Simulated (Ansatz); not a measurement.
# CsI: a single-point run

Aim: a sound single-point run of CsI. The structure is shown as the input types it.

Program: Ansatz 0.2.0. Level of theory: density functional or hybrid calculation with the settings of its input, plane waves (as first typed). These are calculated values, not measurements.

3 further runs of the same task are left out: 1 for a known fault of the program, 2 that didn't finish.

### 1 Starting point

The structure is cubic, space group Pm-3m (No. 221). Conventional cell: a = 4.608 Å, b = 4.608 Å, c = 4.608 Å, α = 90.00°, β = 90.00°, γ = 90.00°. Cs (site symmetry m-3m) has 8 I at 3.99 Å as nearest neighbours. I (site symmetry m-3m) is surrounded by 8 Cs at 3.99 Å.

Coordinates:

```xyz
2
Lattice="4.6081 0.0000 0.0000 0.0000 4.6081 0.0000 0.0000 0.0000 4.6081" Properties=species:S:1:pos:R:3 pbc="T T T"
Cs    0.0000    0.0000    0.0000
I     2.3040    2.3040    2.3040
```

### 2 Input and run

input.yaml

```yaml
crystal:
  lattice:
    - [4.608083457, 0.0, 0.0]
    - [0.0, 4.608083457, 0.0]
    - [0.0, 0.0, 4.608083457]
  atoms:
    - { symbol: Cs, position: [0.0, 0.0, 0.0] }
    - { symbol: I, position: [0.5, 0.5, 0.5] }
kpoints:
  mp_grid: { grid: [4, 4, 4] }
hamiltonian:
  xc: hse06
scf:
  occupations: { method: fixed }
  n_extra_bands: 4
  exx: { max_outer_iter: 2 }
output:
  forces: true
  stress: true
  eigenvalues: true
```

On the command line:

```console
$ ansatz run input.yaml --threads 4 --pin off --max-ram 3686MiB --backend cpu --events-out ev --progress --plain --runs-dir out
```

Q: Will this input give a usable result? If not, why, and what should change?

The run converged and reported no error, with warnings (stress exchange threshold loose, stress scf threshold loose). Its log warns: «output.stress: scf.convergence.dr2_threshold = 1e-7 eV (the SCF's general default) is looser than the 2e-10 eV advised for a printed stress (1e-10 eV for each atom of the ...»

The suspect setting: scf.exx.max_outer_iter is 2. The risk: too low a cap on iterations. The run converged, but that does not make its result sound.

The test: delete scf.exx.max_outer_iter (the default then holds).
